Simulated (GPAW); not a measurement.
Consider GaP (zinc-blende (GaAs)1-x(GaP)x, x = 1, F-43m).

```xyz
16
Lattice="0.0000 5.4510 5.4510 5.4510 0.0000 5.4510 5.4510 5.4510 0.0000" Properties=species:S:1:pos:R:3 pbc="T T T"
Ga    0.0000    0.0000    0.0000
P     1.3627    1.3627    1.3627
Ga    2.7255    2.7255    0.0000
P     4.0882    4.0882    1.3627
Ga    2.7255    0.0000    2.7255
P     4.0882    1.3627    4.0882
Ga    5.4510    2.7255    2.7255
P     6.8137    4.0882    4.0882
Ga    0.0000    2.7255    2.7255
P     1.3627    4.0882    4.0882
Ga    2.7255    5.4510    2.7255
P     4.0882    6.8137    4.0882
Ga    2.7255    2.7255    5.4510
P     4.0882    4.0882    6.8137
Ga    5.4510    5.4510    5.4510
P     6.8137    6.8137    6.8137
```

Absorber: atom 1, with 4 P at 2.36 Å (tetrahedral). Method: GPAW, PBE, excited-electron core hole (neutral cell), 16-atom cell with 7.7 Å between holes, 4×4×4 k points, dipole transitions, Gaussian full width 1.82 eV up to 4 eV, rising linearly to 3.5 eV at 25 eV.

Question: Where do the maxima of the Ga K edge fall?

Main maxima up to 25 eV above the zero (height): 3.8 eV (1.72), 7.6 eV (0.95), 11.2 eV (1.12) and 17.4 eV (0.93). A K edge sees empty p states on the absorber. 

The Ga K spectrum (energy from the bottom of the conduction band, which holds the excited electron; intensity scaled to a mean of 1 over the first 20 eV):

| E (eV) | intensity |
| --- | --- |
| -2.0 | 0.00 |
| -1.5 | 0.00 |
| -1.0 | 0.01 |
| -0.5 | 0.05 |
| 0.0 | 0.15 |
| 0.5 | 0.33 |
| 1.0 | 0.56 |
| 1.5 | 0.80 |
| 2.0 | 1.04 |
| 2.5 | 1.27 |
| 3.0 | 1.51 |
| 3.5 | 1.68 |
| 4.0 | 1.70 |
| 4.5 | 1.53 |
| 5.0 | 1.28 |
| 5.5 | 1.06 |
| 6.0 | 0.91 |
| 6.5 | 0.88 |
| 7.0 | 0.92 |
| 7.5 | 0.95 |
| 8.0 | 0.94 |
| 8.5 | 0.89 |
| 9.0 | 0.87 |
| 9.5 | 0.91 |
| 10.0 | 1.00 |
| 10.5 | 1.08 |
| 11.0 | 1.12 |
| 11.5 | 1.10 |
| 12.0 | 1.07 |
| 12.5 | 1.02 |
| 13.0 | 1.00 |
| 13.5 | 0.99 |
| 14.0 | 1.00 |
| 14.5 | 0.98 |
| 15.0 | 0.95 |
| 15.5 | 0.91 |
| 16.0 | 0.89 |
| 16.5 | 0.90 |
| 17.0 | 0.92 |
| 17.5 | 0.93 |
| 18.0 | 0.91 |
| 18.5 | 0.88 |
| 19.0 | 0.83 |
| 19.5 | 0.81 |
| 20.0 | 0.80 |
| 20.5 | 0.80 |
| 21.0 | 0.82 |
| 21.5 | 0.82 |
| 22.0 | 0.81 |
| 22.5 | 0.78 |
| 23.0 | 0.74 |
| 23.5 | 0.71 |
| 24.0 | 0.69 |
| 24.5 | 0.68 |
| 25.0 | 0.69 |
| 25.5 | 0.71 |

The script folds with a Gaussian, whereas the core hole's own line is a Lorentzian, so the onset is too steep and the first peak too high.

[Banner, clock and machine lines of the logs are left out without a mark of their own.]

[Logs are printed without paths, hosts, clocks, repeated set-up lines and the standing remarks that a program may print on its own settings, such as how far it seeks lower states.]

[Hosts, paths, dates, database ids (printed as entryN), source tags and the programs' standing remarks are cut or masked in the printed files.]

[Lists of maxima count a maximum above −3 eV only where it reaches 4 % of the highest in the window and stands out from its surroundings by 2 % of it (1.5 % where it reaches 55 %); shoulders and weaker maxima are passed over, and of the rest the first, up to two pre-edge ones and the few strongest are named.]
